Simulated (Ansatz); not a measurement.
**PbSe: band gap under strain**

How does strain move the band edges of rocksalt PbSe, and do the functionals agree on it? States: -1.4 % strain along [111] alone; -3.6 % biaxial strain in x and y, free along z; -3.4 % strain along z alone.

Program: Ansatz 0.2.0. PAW datasets, plane waves. The values are computed, spin-unpolarised, and not measurements.

### 1 The cell

The unstrained cell was relaxed with r2SCAN; in each strained cell the atoms were relaxed again with r2SCAN. Names of k-points are those of the unstrained zone, where strain can split equivalent points. First state: -1.4 % strain along [111] alone.

Space group R-3m (No. 166), trigonal; conventional cell a = 4.368 Å, c = 10.551 Å, 29.06 Å³ an atom. Around Pb lie 6 Se at 3.07 Å; around Se lie 6 Pb at 3.07 Å.

The structure in full:

```
Pb Se
1.0
    -0.02862    3.06008    3.06008
     3.06008   -0.02862    3.06008
     3.06008    3.06008   -0.02862
Pb Se
1 1
Cartesian
  0.0000 0.0000 0.0000
  3.0458 3.0458 3.0458
```

### 2 -1.4 % strain along [111] alone: PBE

input.yaml

```yaml
crystal:
  lattice:
    - [-0.0286219739, 3.0600802463, 3.0600802463]
    - [3.0600802463, -0.0286219739, 3.0600802463]
    - [3.0600802463, 3.0600802463, -0.0286219739]
  atoms:
    - { symbol: Pb, position: [0.0, 0.0, 0.0] }
    - { symbol: Se, position: [0.5, 0.5, 0.5] }
kpoints:
  mp_grid: { grid: [8, 8, 8] }
  band_path:
    path:
      - [0.0, 0.0, 0.0]
      - [0.5, 0.0, 0.5]
      - [0.625, 0.25, 0.625]
      - [0.375, 0.375, 0.75]
      - [0.5, 0.5, 0.5]
      - [0.5, 0.25, 0.75]
    npoints: 1
hamiltonian:
  xc: pbe
scf:
  occupations: { method: fermi_dirac, width: 0.02 }
  n_extra_bands: 4
output:
  forces: true
  stress: true
  eigenvalues: true
```

After this run come: -1.4 % strain along [111] alone: r2SCAN; -1.4 % strain along [111] alone: HSE06; -3.6 % biaxial strain in x and y, free along z: PBE; -3.6 % biaxial strain in x and y, free along z: r2SCAN; -3.6 % biaxial strain in x and y, free along z: HSE06; -3.4 % strain along z alone: PBE; -3.4 % strain along z alone: r2SCAN; -3.4 % strain along z alone: HSE06.

Before running it: what results should come out?

**Answer**, as computed:

Least gap in eV (negative: overlap):

```
                                         state   PBE  r2SCAN  HSE06
               -1.4 % strain along [111] alone  0.25    0.53   0.65
-3.6 % biaxial strain in x and y, free along z  0.09    0.36   0.47
                   -3.4 % strain along z alone  0.22    0.50   0.62
```

In words: Where both were run, the HSE06 gap lies +0.37 to +0.40 eV from PBE's, each on its own k points. In PBE the gap is least under -3.6 % biaxial strain in x and y, free along z (0.09 eV) and largest under -1.4 % strain along [111] alone (0.25 eV). Spin-orbit coupling is left out of the table, though the cell holds Pb (Z = 82); in an element this heavy it can shift bands and gaps by tenths of an eV.
